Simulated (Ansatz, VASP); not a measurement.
# AlNi3: VASP beside Ansatz

```
Al Ni
1.0
     0.00000    2.79825    2.79825
     2.79825    0.00000    2.79825
     2.79825    2.79825    0.00000
Al Ni
1 3
Direct
  0.50000 0.50000 0.50000
  0.25000 0.25000 0.25000
  0.00000 0.00000 0.00000
  0.75000 0.75000 0.75000
```

Alike in both runs: functional PBEsol; k mesh 4 × 4 × 4; occupations gaussian, width 0.1 eV; no spin polarisation.

Ansatz relaxed the structure, and its values are those at the end. VASP's run is a single point on that final structure, the one shown.

```csv
,VASP,Ansatz
version,VASP 6.6.1,Ansatz 0.2.0
potentials or method,"VASP PAW PBE potentials, release 64 (Al, Ni)","scalar-relativistic, plane waves, PAW"
plane-wave cutoff (eV),520,420
valence electrons in the cell,33,57
```

Ansatz gave:

| Property | Result |
| --- | --- |
| gap on the k mesh at the Fermi level (eV) | none |
| pressure (GPa) | 0.0 |

**Question.** What did VASP give for the same quantities?

**Answer.** gap on the k mesh at the Fermi level (eV): none; pressure (GPa): 0.2.

A gap of «none» marks a metal or a gap that the smearing closes. The two sets of potentials don't hold the same shells in valence.

Caveats: the k mesh is coarse (spacing up to 0.49 Å⁻¹), so the values aren't converged; the PAW data sets were made with another functional, which shifts forces and pressure a little (VASP). Spin polarisation is off, so any magnetic state and its effect on volume and gap are missing.
